**Question: PBE gives almost no stress and LDA almost the right heat of formation. Which functional should I trust for AlN?**

I work on AlN barrier layers grown on GaN. I want a lattice size for strain estimates, a formation energy for the growth chemistry and a band gap for the barrier. A colleague ran one AlN crystal, with the atoms held in the same places, through five functionals:

Ansatz 0.2.0, scalar-relativistic plane-wave PAW DFT without spin polarization or dispersion correction, for AlN (P6_3mc, 4-atom cell) at fixed geometry, with a 6×6×4 k mesh and 0.1 eV Gaussian smearing. Energies are at zero smearing, relative to Al metal and N₂ gas in the same functional; pressure is positive when the cell is compressed.

| functional | wave cutoff | energy over elements (eV/atom) | pressure (GPa) |
| --- | --- | --- | --- |
| LDA | 420 eV | -1.690 | -7.870 |
| PBE | 420 eV | -1.368 | 0.250 |
| PBEsol | 420 eV | -1.466 | -3.130 |
| r2SCAN | 500 eV | -1.627 | -4.390 |
| HSE06 | 420 eV | -1.503 | -5.020 |

The same runs give band gaps of 4.07 eV in LDA, 4.05 in PBE, 3.97 in PBEsol, 4.68 in r2SCAN and 5.40 in HSE06. PBE seems to win on pressure, LDA does well on energy and HSE06 has the largest gap. Is there a single best choice, or do I need three? And is the hybrid worth its price?

**Answer**

I would take the lattice from PBEsol or r2SCAN, the formation energy from r2SCAN, and the gap from HSE06 with a correction still to come. The reason for the split is that each of your three quantities compares AlN with something different. Pressure compares the crystal with itself, slightly squeezed. Formation energy compares it with aluminium metal and nitrogen gas, and the gap compares it with the same crystal after an electron has been removed or added. A functional's error drops out only as far as it is the same on both sides of the comparison.

Take the pressure first, because there the table is easiest to misread. A negative value means that the cell is larger than the functional wants, so the crystal would shrink if it were released. PBE's value near zero therefore shows only that this cell is close to PBE's own equilibrium. Compared with the measured crystal the cell is about 2% too large in volume (a rough, recalled figure). A good functional should want to shrink it.

How far each functional would shrink it follows from the stiffness of the crystal. For a small change the volume responds in proportion to the pressure $p$:

$$\frac{\Delta V}{V}\approx\frac{p}{B}$$

Here $V$ is the volume of the cell, $\Delta V$ its change on release, and $B$ the bulk modulus, roughly 200 GPa for AlN. For LDA this gives $-7.87/200\approx-0.039$, a shrinkage of about 4%. Since the measured volume lies only about 2% below this cell, LDA would end up about 2% too small, while PBE stays about 2% too large.

By the same estimate, a functional that reproduced the measured volume would show about −4 GPa in this cell. PBEsol and r2SCAN, at −3.1 and −4.4 GPa, lie on either side of that mark. I would not rank the two. The modulus and the measured volume are rough, r2SCAN was run with a higher plane-wave cutoff, and the coarse k mesh was not tested for convergence. No relaxed cells are at hand to check the estimate itself, which also ignores that a crystal stiffens as it is squeezed.

The order LDA, PBEsol, PBE has a well-known cause. LDA treats each point of the crystal as if it belonged to a uniform electron gas. Gradient corrections lower the energy of uneven densities, and the density becomes more uneven as atoms are pulled apart. The correction therefore favours longer, weaker bonds. PBE applies it at a strength that also suits atoms and molecules, and in solids this tends to overshoot. PBEsol weakens it to suit the gentler density variations in solids, and so lands in between.

For your strain estimate the size of this step matters. From LDA to PBE the estimated edge length grows by about 1.4%, whereas the mismatch between AlN and GaN in the growth plane is only some 2 to 3%. If you combine a computed AlN lattice with a measured GaN lattice, the functional's error goes straight into the strain. Compute both crystals with the same functional, so that much of the error, which tends to have the same sign in both, drops out.

HSE06 has no place in this part of the comparison. Its pressure of −5.0 GPa looks reasonable, but hybrid pressures are known to be off for aluminium in this program, and the stress in that run was only loosely converged.

The formation energy is a harder test, because making AlN from the elements replaces a metal and a triple-bonded molecule by a polar crystal. These three kinds of bonding have little in common, so there is less reason for errors to cancel. The table gives the energy per atom, and twice that is the energy per AlN unit, for which the measured value is roughly −3.3 eV. PBE gives −2.74 eV, too weak by almost 0.6 eV. LDA and r2SCAN both come within about 0.1 eV of the measured value.

Part of PBE's miss is a familiar fault on the side of the elements. PBE binds the N₂ molecule too strongly, which makes nitrogen gas look too stable and the nitride too little worth forming. The energies of the elements are not listed separately here, so I can't say how much of the miss this explains. The fault should recur in other nitrides formed from N₂, in proportion to the nitrogen they take up. It drops out when two nitrides with the same nitrogen content are compared.

LDA's good value deserves suspicion for the same reason. LDA is known to overbind N₂ even more than PBE does, which by itself would make its formation energy too weak. To come out right, it must gain a compensating amount elsewhere, most plausibly by overbinding the nitride. The volume, about 2% too small by the estimate above, points the same way. Such a balance may not survive a change of compound or of reaction. For r2SCAN there is a better reason to hope that the agreement carries over. Its kinetic energy density helps it to tell metallic from covalent bonding, so it is expected to treat the metal, the molecule and the crystal more evenly. One compound can't prove that, so test it on GaN as well before you rely on it.

The fixed cell is not to blame for these differences. In the four rows with usable pressures, the elastic energy stored by holding the cell at the wrong size is at most about 0.01 eV per atom, while the formation energies spread over 0.32 eV per atom. The measured heat does include atomic vibrations, which the calculation omits. They can shift the comparison by some hundredths of an eV, so the small misses of LDA and r2SCAN should not be ranked against each other.

For growth chemistry, compare the miss with the thermal energy. At 1300 K, $k_BT$ is about 0.11 eV, so an error of 0.56 eV per AlN is about five times as large. An equilibrium constant for forming AlN from the elements would then be wrong by a factor of about $e^5$, or roughly 150. With r2SCAN the miss is smaller than $k_BT$, so this error alone would change the equilibrium constant only by a small factor. The constant itself also needs the vibrations and the entropy of the gas, which these runs do not give.

HSE06 shows that a more expensive functional need not give a better energy. Its formation energy is too weak by about 0.3 eV per AlN, clearly worse than r2SCAN. It is tempting to blame the aluminium reference, since the exact exchange mixed into a hybrid suits metals less well than insulators. But a metal that is bound too weakly would make the nitride look more worth forming, not less. Without the separate energies of the elements, these runs can't say whether the miss comes from the nitride, the metal or the gas. The HSE06 run also used a different set of atomic data for the core region, which may play a part.

The gap behaves quite differently. Between LDA and PBE the pressure changes by 8 GPa, yet the gap hardly moves. Adding density gradients changes how strongly the atoms are bound, but it does not repair whatever makes the gap too small. All three of the simpler functionals fall more than 2 eV short of the measured gap of roughly 6.2 eV.

What they lack is a proper account of adding an electron. In LDA, PBE and PBEsol every electron, in a filled or an empty state, moves in the same potential, which depends only on the density and its gradients. In the exact theory that potential jumps by a constant when an electron is added beyond the filled bands, and the jump is part of the true gap. These functionals have no such jump, so their gaps come out too small in most semiconductors and insulators.

The next two levels let the potential depend on the orbitals. r2SCAN does so through the kinetic energy density, which raises the gap by 0.64 eV over PBE. HSE06 mixes in some exact exchange, which cancels part of the repulsion that an electron in a filled state wrongly feels from itself. Filled states are thereby lowered relative to empty ones, and the gap comes out 1.35 eV above that of PBE, the functional on which HSE06 is built.

Even so, HSE06 remains about 0.8 eV below the measured gap. It switches exact exchange off at long range, which suits materials that screen charges well, whereas AlN is a wide-gap insulator and screens weakly. Part of the shortfall is also expected to come from the slightly stretched cell, because stretching AlN narrows its gap. Against that, atomic vibrations reduce the measured gap, so the comparison with a crystal at rest is less favourable than it looks.

For a barrier layer, 0.8 eV is still a large error, because leakage depends steeply on barrier height. I would use HSE06 to follow how the gap changes with strain or composition, and fix its absolute value by a measurement or a higher-level calculation such as $GW$. The gap alone also doesn't show how the error divides between the valence and conduction edges, and the barrier for electrons depends on that division.

The price follows the same steps. LDA, PBE and PBEsol need similar work. r2SCAN was run at 500 instead of 420 eV, and since the number of plane waves grows as the cutoff to the power 3/2, that means about 1.3 times as many, plus the extra work for the kinetic energy density. In HSE06 each orbital must exchange with all 8 filled bands at all 144 points of the k mesh, or 1152 partners before symmetry and other shortcuts reduce the count.

That is why I would not run the hybrid for everything. Relaxing a structure takes many steps and relies on stresses, which is just where the hybrid is least reliable here. Relax AlN and GaN with PBEsol or r2SCAN, take reaction energies from r2SCAN, and spend the hybrid on one calculation of the bands at each finished geometry.
